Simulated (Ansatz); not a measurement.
# C₃H₄N₂: vertical ionisation energy

An exercise on one series of results from a longer session: the logs are not shown, and one member is left open.

Computed with Ansatz 0.2.0, Gaussian basis. Level: unrestricted cation, the program's frozen cores in correlated methods.

Levels to be run: UKS PBE-D4/def2-TZVPP; UKS r2SCAN-D4/def2-TZVPP; UKS PBE0-D4/def2-TZVPP; UKS B3LYP-D4/def2-TZVPP; UKS wB97X-V/def2-TZVPP; UKS wB97M-V/def2-TZVPP; UKS B2PLYP/def2-TZVPP; UHF-CCSD(T)/def2-TZVPP; UHF-MP2/def2-QZVPP; extrapolation to the limit; then −ε(HOMO) from the neutral's earlier runs with LDA (SPW92), PBE-D4, revPBE-D4, BLYP-D4, r2SCAN-D4, B97M-V, PBE0-D4, B3LYP-D4, r2SCANh-D4, r2SCAN0-D4, HSE06-D4, BHLYP-D4, CAM-B3LYP-D4, LC-ωPBE, ωB97X-V, ωB97M-V.

### Structure used throughout

An earlier PBE0-D4 in a triple-zeta def2 set relaxation fixed the geometry.

SMILES `c1c[nH]cn1`, 9 atoms, charge 0, spin multiplicity 1.

Atoms are counted from 1 here; the program's logs count them from 0.

Bond lengths: C1–C2 1.365 Å, C1–N5 1.368 Å, C1–H6 1.079 Å, C2–N3 1.369 Å, C2–H7 1.077 Å, N3–C4 1.355 Å, N3–H8 1.004 Å, C4–N5 1.307 Å, C4–H9 1.080 Å. Angles: C2–C1–N5 110.6°, C2–C1–H6 127.8°, N5–C1–H6 121.6°, C1–C2–N3 105.1°, C1–C2–H7 132.5°, N3–C2–H7 122.4°, C2–N3–C4 107.3°, C2–N3–H8 126.2°, C4–N3–H8 126.4°, N3–C4–N5 111.6°, N3–C4–H9 122.5°, N5–C4–H9 125.9°, C1–N5–C4 105.4°.

The first run:

The input, in.yaml:

```yaml
crystal:
  periodic: [false, false, false]
  atoms:
    - {symbol: C, position_ang: [0.011154, 1.133851, -0.468291]}
    - {symbol: C, position_ang: [0.718196, -0.009644, -0.706077]}
    - {symbol: N, position_ang: [0.213233, -0.929388, 0.172734]}
    - {symbol: C, position_ang: [-0.758117, -0.312927, 0.889155]}
    - {symbol: N, position_ang: [-0.905326, 0.933722, 0.526863]}
    - {symbol: H, position_ang: [0.112582, 2.089107, -0.959434]}
    - {symbol: H, position_ang: [1.509172, -0.246319, -1.397785]}
    - {symbol: H, position_ang: [0.509225, -1.884514, 0.267670]}
    - {symbol: H, position_ang: [-1.321720, -0.820188, 1.657965]}
basis:
  gaussian: {orbitals: def2-TZVPP}
total_charge: 1
magnetization: {spin_polarized: true, initial_magnetization: 1}
hamiltonian: {xc: pbe, dispersion: d4}
```

On the command line:

```sh
> ansatz run in.yaml --threads 2 --pin off --events-out ev --progress --plain --max-ram 32768MiB --backend cpu
```

Among the steps run: Cation, UKS PBE-D4/def2-TZVPP; Cation, UKS r2SCAN-D4/def2-TZVPP; Cation, UKS PBE0-D4/def2-TZVPP; Cation, UKS B3LYP-D4/def2-TZVPP; Cation, UKS wB97X-V/def2-TZVPP; Cation, UKS wB97M-V/def2-TZVPP; Cation, UKS B2PLYP (frozen core)/def2-TZVPP; Cation, UHF-CCSD(T)/def2-TZVPP; Cation, UHF-MP2/def2-QZVPP.

One of the session's tables, all rows but one given; the rest of the session is left out.

It belongs to the step «Ionisation energies side by side». For comparison, −ε(HOMO) of the neutral from earlier runs:

| functional | −ε(HOMO) (eV) |
| --- | --- |
| LDA (SPW92) | 5.89 |
| PBE-D4 | 5.67 |
| revPBE-D4 | 5.59 |
| BLYP-D4 | 5.51 |
| r2SCAN-D4 | 5.82 |
| B97M-V | 5.78 |
| PBE0-D4 | 6.70 |
| B3LYP-D4 | 6.50 |
| r2SCANh-D4 | 6.22 |
| r2SCAN0-D4 | 6.81 |
| HSE06-D4 | ? |
| BHLYP-D4 | 7.55 |
| CAM-B3LYP-D4 | 7.99 |
| LC-ωPBE | 9.34 |
| ωB97X-V | 8.95 |
| ωB97M-V | 8.87 |

**Question.** Estimate the row for HSE06-D4.

The run gave: −ε(HOMO) (eV): 6.30. In the column «−ε(HOMO) (eV)» it lies between r2SCANh-D4 (6.22) and B3LYP-D4 (6.50).
